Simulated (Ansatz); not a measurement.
# EuO (Fm-3m) in Ansatz: single point with PBE0

Aim: the single point of EuO with PBE0.

Program: Ansatz 0.2.0. These are calculated values, not measurements. Logs are shortened: lines on timing, memory, paths and dates and some standing lists are left out, and cuts for length are marked.

**1. Starting point**

Symmetry: Fm-3m, No. 225, cubic system. The conventional cell has a = 5.144 Å, b = 5.144 Å, c = 5.144 Å, α = 90.00°, β = 90.00°, γ = 90.00°. Eu (site symmetry m-3m) is surrounded by 6 O at 2.57 Å. O (site symmetry m-3m) is surrounded by 6 Eu at 2.57 Å.

**2. Single point, PBE0, collinear spin, ferromagnetic start**

File input:

```
crystal:
  lattice:
    - [0.0, 2.57195, 2.57195]
    - [2.57195, 0.0, 2.57195]
    - [2.57195, 2.57195, 0.0]
  atoms:
    - { symbol: Eu, position: [0.0, 0.0, 0.0], spin: 7.0 }
    - { symbol: O, position: [0.5, 0.5, 0.5] }
hamiltonian:
  xc: pbe0
  pseudopotentials: { kind: paw }
magnetization:
  spin_polarized: true
kpoints:
  mp_grid: { grid: [6, 6, 6] }
scf:
  occupations: { method: fermi_dirac, width: 0.05 }
output:
  forces: true
  stress: true
  eigenvalues: true
```

Potentials or basis: Ansatz PAW.

Output:

```text
Warning: output.stress: scf.convergence.dr2_threshold = 1e-7 eV (the SCF's general default) is looser than the 2e-10 eV advised for a printed stress (1e-10 eV for each atom of the cell: 2). What an SCF threshold leaves in a stress goes as its square root, and in the free energy as the threshold itself, and one threshold admits the most on a small cell: of the crystals measured, under no hybrid functional and no lock of the moments, on runs that ended without the residual-converged pass, on stresses that held no estimate of that error, the worst erred by over 100 MPa in a component at 1e-7 eV an atom and by under 5 at 1e-10. Set scf.convergence.dr2_threshold to 2e-10 eV or tighter. The threshold is an SCF's pass mark: one that does not reach it within its budget of iterations ends unconverged, or closes short of it on a stop that the run arms, and scf.convergence.dr2_threshold's page says what that costs each kind of run
Warning: output.stress: scf.exx.energy_threshold = 1e-6 eV is looser than the 2e-8 eV advised for a stress under a hybrid functional (1e-8 eV for each atom of the cell: 2). Every SCF of the exchange loop can meet its threshold on dr2 while the loop round them stops early: no threshold on dr2 bounds what that leaves in the stress. Set scf.exx.energy_threshold to 2e-8 eV or tighter. The threshold is the loop's pass mark: a loop that does not reach it within its budget of cycles ends unconverged, and scf.exx.energy_threshold's page has the law
GPUs: using 1 of 1 available (devices: 1).
Engine: ansatz 0.2.0, x86_64-unknown-linux-gnu
Pseudopotentials: kind: paw
Pseudopotential: Eu, paw, valence charge 17, recommended cutoff 420 eV (normal), Eu.paw.azcp
Pseudopotential: O, paw, valence charge 6, recommended cutoff 420 eV (normal), O.paw.azcp
Functional definition: PBE0
  parameter a = 0.25
  parameter kappa = 0.804
  parameter beta = 0.06672455060314922
  exchange = (1 - a)*pbe_x(kappa = kappa, mu = beta*pi^2/3) + a*exact_x
  correlation = pbe_c(beta = beta)
device memory: the entry about to start is reckoned to put 0.8 GiB on a device that reports 53.9 GiB free (of which the cap on the GPU budget leaves the run 18.0 GiB)
GPU FFT provider: cuFFT
GPU libraries: cuBLAS 13.8.2, cuFFT 12.4.0, cuSOLVER 12.3.4
Crystal: 2 atoms, lattice volume = 34.027 Å³
Basis set: ecut = 420 eV, 645 PW (Γ), exchange–correlation on 50×50×50 points (8 copies of the dense FFT grid, shifted against one another)
Bands: 19, of which v1, the nominal top of the filled ones, is band 12 counted from 1 (11 counted from 0)
Symmetry: 48 space group operations
Space group: Fm-3m (ITA 225), of the structure as read, at distance tolerance 3.2e-5 Å
Magnetic group: BNS 225.116 (UNI 1618), of the structure as read, at distance tolerance 3.2e-5 Å
k-points: 16 of 216
Non-local potential: Eu, projectors of the file, l = 0: 3, l = 1: 2, l = 2: 2, l = 3: 3
Non-local potential: O, projectors of the file, l = 0: 2, l = 1: 2, l = 2: 1
PAW form: soft (Blöchl's): semilocal exchange-correlation on the pseudo side does not see the compensation charge
PAW frozen core: Eu, regenerated for the run's functional, and the local potential with it (the file was generated under x = pbe(κ = 0.804, μ = 0.2195149727645171), c = pbe(β = 0.06672455060314922))
PAW frozen core: O, regenerated for the run's functional, and the local potential with it (the file was generated under x = pbe(κ = 0.804, μ = 0.2195149727645171), c = pbe(β = 0.06672455060314922))
PAW one-centre angular grid: Eu, 590 points (default); XC on 64 Gauss nodes
PAW one-centre angular grid: O, 110 points (default); XC on 64 Gauss nodes
Initial density: superposition of atomic densities (chi_scale 0.1, normalization cell)
Starting moments: Σ|m| = 7 μB on 1 of 2 sites
Initial wavefunctions: pseudopotential atomic-orbital guess
GPU buffer pool allocated for 15625 grid points (all kernels)
GPU transforms: local potential and band sums: pruned to the plane-wave sphere, on 25×25×25
Functional: x = pbe(κ = 0.804, μ = 0.2195149727645171), c = pbe(β = 0.06672455060314922), warm-up for x = 0.75 pbe(κ = 0.804, μ = 0.2195149727645171) + 0.25 exact, c = pbe(β = 0.06672455060314922)
iter 1 solved again at ethr=2.81e-2 eV; its pass at ethr=1.00e-1 eV (dr2=6.45e0 eV) is discarded
SCF iter   1: F=—  HF=-9335.909134 eV  |F-HF|=—  |Δ(HF+E_count)|=         —  Δρ=3.29e-1 (↑3.29e-1 ↓2.73e-1)  dr2=6.46e0  dr2_m=2.72e1  M=7.000 μB ∫|m|=7.182 μB  β_m=1.00  ethr=2.81e-2  ⟨swp⟩=2.0  Hψ=2641  notcnv=0
preconditioner: auto → none  [insulator: Δε(μ)=0.195 eV  Ē_g=12.605 eV  σ=0.050 eV  W_gap=0.74  n_scr=14 (ndim 8)  ℏωp=29.2 eV  f_vac=0.000  D(μ)=0.53/eV (n_scr^D=0)]
iter 2 solved again at ethr=9.86e-4 eV; its pass at ethr=2.81e-2 eV (dr2=2.27e-1 eV) is discarded
SCF iter   2: F=—  HF=-9328.220806 eV  |F-HF|=—  |Δ(HF+E_count)|=    7.69e0  Δρ=3.18e-2 (↑3.08e-2 ↓3.18e-2)  dr2=2.33e-1  dr2_m=1.76e-1  M=6.953 μB ∫|m|=7.151 μB  β_m=1.00  ethr=9.86e-4  ⟨swp⟩=4.9  Hψ=3097  notcnv=0  defer=15
[... 90 lines left out ...]
SCF iter   8: F=—  HF=-9337.496479 eV  |F-HF|=—  |Δ(HF+E_count)|=   7.39e-8  Δρ=2.31e-6 (↑1.74e-6 ↓2.31e-6)  dr2=5.72e-8  dr2_m=1.17e-9  M=7.000 μB ∫|m|=7.170 μB  β_m=0.88  ethr=4.71e-11  ⟨swp⟩=4.7  Hψ=1449  notcnv=0
Mixer restart at iter 8: flushing history
SCF iter   9: F=—  HF=-9337.496480 eV  |F-HF|=—  |Δ(HF+E_count)|=   2.72e-7  Δρ=1.16e-5 (↑1.16e-5 ↓1.01e-5)  dr2=9.59e-9  dr2_m=3.65e-8  M=7.000 μB ∫|m|=7.169 μB  β_m=0.88  ethr=1.88e-12  ⟨swp⟩=6.2  Hψ=2375  notcnv=0  defer=5  reapply=2
SCF iter  10: F=—  HF=-9337.496480 eV  |F-HF|=—  |Δ(HF+E_count)|=   5.59e-8  Δρ=7.66e-6 (↑6.52e-6 ↓7.66e-6)  dr2=2.07e-9  dr2_m=1.56e-8  M=7.000 μB ∫|m|=7.169 μB  β_m=0.94  ethr=1.88e-12  ⟨swp⟩=5.9  Hψ=2174  notcnv=0
SCF iter  11: F=—  HF=-9337.496480 eV  |F-HF|=—  |Δ(HF+E_count)|=   3.06e-8  Δρ=5.14e-6 (↑5.14e-6 ↓2.31e-6)  dr2=1.39e-8  dr2_m=9.75e-10  M=7.000 μB ∫|m|=7.169 μB  β_m=0.70  ethr=1.46e-12  ⟨swp⟩=6.0  Hψ=2150  notcnv=0
SCF iter  12: F=-9337.496480 eV  HF=-9337.496480 eV  |F-HF|=9.82e-11  |Δ(HF+E_count)|=   6.60e-9  Δρ=8.71e-7 (↑8.71e-7 ↓2.15e-7)  dr2=1.93e-10  dr2_m=8.76e-11  M=7.000 μB ∫|m|=7.169 μB  ethr=1.46e-12  ⟨swp⟩=5.2  Hψ=1982  notcnv=0
SCF 5 converged in 12 iterations: F = -9337.496480 eV  dr2 = 1.93e-10
  Residual-converged pass: ⟨swp⟩=1.2  Hψ=623  notcnv=0  max |occ|·‖R‖ = 2.4e-6 eV (tolerance 2.4e-6 eV)  dr2=1.93e-10  dr2_m=8.76e-11  dr2_onsite=4.74e-11  max |Δocc| = 9.8e-17
hybrid outer 4: dexx = +2.709e-5 eV, tail = 1.17e-6 eV, magnetization grown 1.0021 times (not accepted), Δε = 2.06e-2 eV (about 2.80e-3 eV left of the loop's levels)
GPU FFT provider: cuFFT
GPU libraries: cuBLAS 13.8.2, cuFFT 12.4.0, cuSOLVER 12.3.4
GPU buffer pool allocated for 15625 grid points (all kernels)
GPU transforms: local potential and band sums: pruned to the plane-wave sphere, on 25×25×25
Exchange kernel: α = 0.2500, full range, Wigner–Seitz truncation, v(0) = 13104.6777 eV·Å³, q-mesh 6×6×6, nearest image of the exchange supercell L = 21.82 Å, pair-density grid 15×15×15, without the augmentation charges, whose exchange is taken in its separable form by FFT convolution over the k-point mesh (sized by the pseudopotential files, 20×20×20 at the most), smooth part of the exact exchange by density-matrix convolution in up to 2.77 GiB of GPU memory as planned if the GPU has room (build and FFT work areas not counted)
Frozen-core exchange: fock
SCF iter   1: F=—  HF=-9337.496479 eV  |F-HF|=—  |Δ(HF+E_count)|=         —  Δρ=4.72e-6 (↑4.72e-6 ↓2.25e-6)  dr2=3.90e-9  dr2_m=2.99e-9  M=7.000 μB ∫|m|=7.169 μB  β_m=0.30  ethr=3.64e-9  ⟨swp⟩=5.8  Hψ=1510  notcnv=0
preconditioner: auto → none  [insulator: Δε(μ)=0.969 eV  Ē_g=17.213 eV  σ=0.050 eV  W_gap=1.00  n_scr=14 (ndim 8)  ℏωp=29.2 eV  f_vac=0.002  D(μ)=0.00/eV (n_scr^D=0)]
SCF iter   2: F=-9337.496479 eV  HF=-9337.496479 eV  |F-HF|=8.31e-10  |Δ(HF+E_count)|=   9.73e-9  Δρ=4.14e-6 (↑4.14e-6 ↓3.21e-6)  dr2=1.17e-9  dr2_m=3.75e-9  M=7.000 μB ∫|m|=7.169 μB  ethr=1.28e-11  ⟨swp⟩=5.6  Hψ=1769  notcnv=0  defer=1
SCF 6 converged in 2 iterations: F = -9337.496479 eV  dr2 = 1.17e-9
  Residual-converged pass: ⟨swp⟩=2.2  Hψ=881  notcnv=0  max |occ|·‖R‖ = 2.3e-6 eV (tolerance 2.4e-6 eV)  dr2=1.18e-9  dr2_m=3.75e-9  dr2_onsite=9.81e-10  max |Δocc| = 6.4e-17
hybrid outer 5: dexx = +8.073e-9 eV, tail = 1.20e-8 eV, Δε = 3.11e-4 eV (about 1.33e-4 eV left of the loop's levels), ΔF = 2.80e-25 eV/Å (tail inf)
this state was not tested for a lower state beside it, because the functional holds exact exchange (a hybrid, or Hartree-Fock), whose exchange loop this test does not read (fock_operator); the stability check (scf.self_checks: high) cannot read this state: a pseudopotential is PAW: the check reads norm-conserving sets alone
hybrid SCF converged: 5 outer / 33 inner (+16 warm-up), last move |dexx| = 8.07e-9 eV, tail = 1.20e-8 eV
Magnetization: 7.0000 μB (15.0000 up, 8.0000 down)
Absolute magnetization: 7.1692 μB (∫|ρ↑−ρ↓|, with the PAW one-centre terms)
Spin contamination: 0.0114 ħ² per cell (⟨S²⟩ above its minimum at these occupations)
Per-site moments (μB) at R_I (Å): [(6.782978028198066, 1.0609293750000002), (-0.07230087828978349, 1.0609293750000002)]
Free energy (F): -9337.496479 eV
Frozen-core exchange: fock
Harris-Foulkes:  -9337.496479 eV  (|F-HF|=8.31e-10)
Internal energy: -9337.496478 eV  (E = F + TS)
E sigma→0 (E₀):  -9337.496479 eV
Entropy (-TS):   -0.000002 eV (-0.001 meV/atom)
Fermi energy:    13.061355 eV
--- Per-component energies (eV) ---
  E_band       = 22.324427
  E_kinetic    = 525.544178
  E_local      = -1970.013011  (includes V_loc(G=0)·N_el)
  E_nonlocal   = 528.522749
  E_hartree    = 776.613437
  E_xc         = -194.174583
  E_vxc        = -229.800850  (∫ρ·V_xc dr)
  E_exx        = -81.221259  (= α·E_x^exact, valence–valence)
  E_paw        = -6526.206458  (= ΣΔE_a)
  E_vpaw       = -222.716427  (= ΣTr[D̂ρ^β])
  E_aug_tail   = 0.002391  (compensation charges beyond the density's cutoff)
  E_ewald      = -2396.794917
  E_core_change = 0.230994  (= ΣΔE_core)
  E_smearing   = -0.000002  (= −TS)
  E_closure    = -0.000000  (closes the sum)
  Σ components = -9337.496479   (vs F -9337.496479, Δ=0.00e0)
--- Forces (eV/Å), atoms counted from 1 ---
  atom   1  Eu     0.00000000     0.00000000    -0.00000000
  atom   2  O      0.00000000    -0.00000000     0.00000000
  max |Σ_I F_I| component: 2.79e-25 eV/Å
--- Stress (GPa, compression-positive) ---
       -0.970384      -0.000000       0.000000
       -0.000000      -0.970384      -0.000000
        0.000000      -0.000000      -0.970384
  P = ⅓ Tr σ = -0.9704 GPa (-9.704 kbar)
--- Band table (eV; the first three rows and the last of 32) ---
  k-point 0 ↑: bands = ["-30.0689", "-7.5441", "-7.3676", "-7.3676", "-7.3676", "8.7314", "8.7314", "8.7314", "11.7419", "12.1187", "12.1187", "12.1187", "12.5556", "12.5556", "12.5556", "14.7038", "16.7936", "16.7936", "16.7936"]
  k-point 1 ↑: bands = ["-30.0414", "-8.5736", "-7.3902", "-7.3902", "-6.4077", "8.0403", "8.4587", "8.4587", "11.7602", "12.0337", "12.0337", "12.1195", "12.3242", "12.3691", "12.3691", "16.0163", "16.8057", "17.4463", "17.4463"]
  k-point 2 ↑: bands = ["-29.9860", "-9.4253", "-7.4347", "-7.4347", "-5.6979", "6.9803", "7.9479", "7.9479", "11.8134", "11.9009", "11.9009", "12.1211", "12.1352", "12.1482", "12.1482", "17.1264", "18.5052", "18.9091", "18.9091"]
  k-point 15 ↓: bands = ["-26.5651", "-8.0259", "-5.8661", "-5.4693", "-4.6424", "7.9787", "8.7732", "8.7832", "16.0181", "19.1935", "20.4592", "22.9092", "22.9288", "23.1016", "23.4726", "23.5637", "23.7984", "23.8575", "23.8624"]
```

Run time: 44 s. Hardware: 1 × NVIDIA H100 80GB HBM3 with 2 threads of AMD EPYC 7R13 (Zen 3), shared host; peak memory 2 GiB.

What came out:

```
Free energy            : -9337.4965 eV
Pressure               : -1.0 GPa
Band gap on the k mesh : 0.97 eV, indirect (least direct gap 1.09 eV)
Net moment             : 7.00 μB per cell
Absolute moment        : 7.17 μB per cell
Site moments           : Eu +6.78; O -0.07 μB
```

Caveat: the magnetic or orbital state may not be the lowest; the pressure holds a Pulay correction of +0.4 GPa for the finite cutoff; spin-orbit coupling is left out, which moves the levels of the heavy elements; a cell with one magnetic atom can't hold antiferromagnetic order, which such compounds often take; the PAW data sets come from PBE, with cores solved anew for the run's functional, which leaves a small shift of forces and pressure; the thresholds are loose for stress. The state reached can hang on the start; a lower one may exist.
